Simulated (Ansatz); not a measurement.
NaF (rocksalt), relaxed with r2SCAN in Ansatz 0.2.0. Space group Fm-3m (No. 225), cubic; conventional cell a = 4.594 Å, 12.12 Å³ an atom. Na has 6 F at 2.30 Å; F has 6 Na at 2.30 Å.

The axes x, y and z are those of this cell:
```
CELL_PARAMETERS angstrom
0.00000 2.29717 2.29717
2.29717 0.00000 2.29717
2.29717 2.29717 0.00000
ATOMIC_POSITIONS crystal
Na 0.00000 0.00000 0.00000
F 0.50000 0.50000 0.50000
```

Unstrained: With PBE the gap is 6.456 eV and direct, at Γ. With r2SCAN the gap is 7.282 eV and direct, at Γ. The HSE06 gap is direct at Γ: 8.635 eV. Meshes: PBE 10×10×10, r2SCAN 10×10×10, HSE06 6×6×6. Strains are changes of length per length. After each strain the atoms were relaxed again with r2SCAN within the symmetry that the strain leaves, so tilts or polar shifts that break it weren't tested; points keep the names that they have in the unstrained zone. Spin-unpolarised throughout; all numbers are computed.

Problem. One strain changed the r2SCAN stress by xx +12.54, yy +12.54, zz +2.95 GPa (compression positive) and the gap by +0.703 eV (PBE), +0.720 eV (r2SCAN), +0.775 eV (HSE06). Which kind of strain was it, and roughly how large?

Solution. Biaxial -5.82 % in x and y, z held. The pattern of the stress gives the kind; the size needs the stiffness, so it is an estimate.

Problem. Estimate what epitaxial +0.37 % in the plane normal to [111], free normal strain -0.30 % does to the gap.

Solution. PBE: the gap goes from 6.456 to 6.420 eV (-0.036 eV); with r2SCAN the top three valence levels at Γ, degenerate before, become 1+2 from the top over 18 meV. r2SCAN: the gap goes from 7.282 to 7.244 eV (-0.038 eV). HSE06: the gap goes from 8.635 to 8.596 eV (-0.039 eV). The r2SCAN energy rises by 0.1 meV an atom.

Problem. One strain changed the r2SCAN stress by xx +8.04, yy +1.20, zz +1.20 GPa (compression positive) and the gap by +0.277 eV (PBE), +0.281 eV (r2SCAN), +0.307 eV (HSE06). Which kind of strain was it, and roughly how large?

Solution. Uniaxial -4.87 % along x, other directions held. The pattern of the stress gives the kind; the size needs the stiffness, so it is an estimate.

The meshes of the hybrids are coarse, so their gaps aren't converged to the digits shown.

The splittings at Γ are without spin-orbit coupling, which regroups them where it is of like size or larger.
